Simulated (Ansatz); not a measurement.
The elements of this relaxed trial crystal are hidden behind letters.

```
lattice vectors (Å)
   0.0000    3.5260    4.5961
   3.2113    0.0000    4.5961
   3.2113    3.5260    0.0000
fractional positions
X 0.5000 0.5000 0.5000
X 0.1801 0.1801 0.8199
X 0.8199 0.8199 0.1801
Z 0.8044 0.1956 0.8044
Z 0.1956 0.8044 0.1956
```

Method: DFT PBE, scalar-relativistic, plane waves, PAW in Ansatz 0.2.0. Plane waves to 420 eV, a 10×10×10 mesh through Γ for the 5-atom cell and 0.10 eV Gaussian smearing; no spin polarisation.

- Space group: Fmmm (No. 69)
- Conventional cell: a = 6.423 Å, b = 7.052 Å, c = 9.192 Å
- Volume per atom: 20.82 Å³
- Density: 6.01 g/cm³
- Energy over the elements: −0.67 eV/atom
- Gap on the 10×10×10 mesh of the 5-atom cell: 0 eV (a metal)

Energies are uncorrected and count from the elements' standard states at the same level.

Question: X is a p-block element of period 5 and Z is a p-block element of period 2. Which elements are they?

Answer: X = In, Z = O, so the formula is In3O2. Density times volume gives a mean mass of 6.01 × 20.82/1.6605 = 75.4 u per atom, and this set has 75.3 u. Among the elements that the hints allow, noble gases aside, only these give it. Around In on a site of symmetry mmm lie 2 O at 2.15 Å; In on a site of symmetry mm2 has 2 O at 2.16 Å; O has 3 In at 2.15–2.16 Å.

An odd number of electrons in the primitive cell allows no gap without spin; a larger cell or a magnetic state could open one. A structure relaxed within its symmetry needn't be a true minimum. Another cell of In3O2 relaxed alike, in P-3m1, lies 193 meV/atom lower, so this cell isn't the stable form at this level.
